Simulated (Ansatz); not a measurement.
## Convergence notes, G0W0 on BaTe (Fm-3m)

A 2-atom cell of BaTe started from a crystallographic database, relaxed with r2SCAN; one-shot G0W0 in Ansatz without spin-orbit coupling. Spin-unpolarised throughout; all numbers are computed.

```yaml
crystal:
  lattice:
    - [0.00000, 3.53238, 3.53238]
    - [3.53238, 0.00000, 3.53238]
    - [3.53238, 3.53238, 0.00000]
  atoms:
    - { symbol: Ba, position: [0.00000, 0.00000, 0.00000] }
    - { symbol: Te, position: [0.50000, 0.50000, 0.50000] }
```

Gaps are read over the mesh points alone. G0W0 values are finite-basis, finite-mesh values.
```csv
start,potentials,frequency model,mesh,empty bands,screening cutoff (eV),Kohn-Sham gap (eV),G0W0 gap (eV)
PBE,PAW,contour deformation,4×4×4,200,100,1.65,2.61
PBE,PAW,contour deformation,4×4×4,483,180,1.65,2.71
PBE,PAW,contour deformation,4×4×4,937,260,1.65,2.74
HSE06,PAW,contour deformation,4×4×4,483,180,2.35,3.06
r2SCAN,PAW,contour deformation,4×4×4,483,180,2.00,2.93
PBE0,PAW,contour deformation,4×4×4,483,180,3.00,3.27
PBE,PAW,Godby-Needs pole,4×4×4,483,180,1.65,2.65
PBE,PAW,contour deformation,6×6×6,143,80,1.65,2.57
PBE,norm-conserving,contour deformation,4×4×4,483,180,1.65,2.69
```

G0W0 moves the gap on the mesh from 1.65 eV (PBE) to 2.74 eV (Γ to X). Renormalisation factors Z lie between 0.74 and 0.79.

Raising bands and cutoff together moves the gap by +0.10 eV (100 to 180 eV), then +0.03 eV (180 to 260 eV); the last step is small, which bounds nothing strictly. Starting from HSE06 (2.35 eV against PBE's 1.65 eV) gives 3.06 eV, +0.35 eV from G0W0@PBE at the same screening cutoff. Starting from r2SCAN (2.00 eV against PBE's 1.65 eV) gives 2.93 eV, +0.22 eV from G0W0@PBE at the same screening cutoff. Starting from PBE0 (3.00 eV against PBE's 1.65 eV) gives 3.27 eV, +0.56 eV from G0W0@PBE at the same screening cutoff. The Godby-Needs plasmon pole differs from contour deformation by -0.06 eV. Norm-conserving potentials (wave cutoff 1120 eV against 420 eV) shift the quasiparticle gap by -0.02 eV and the PBE gap by 0.00 eV. r2SCAN runs take a wave cutoff of 500 eV.

The program warns that the k mesh is coarse for exact exchange in some of these runs, so their gaps aren't converged.
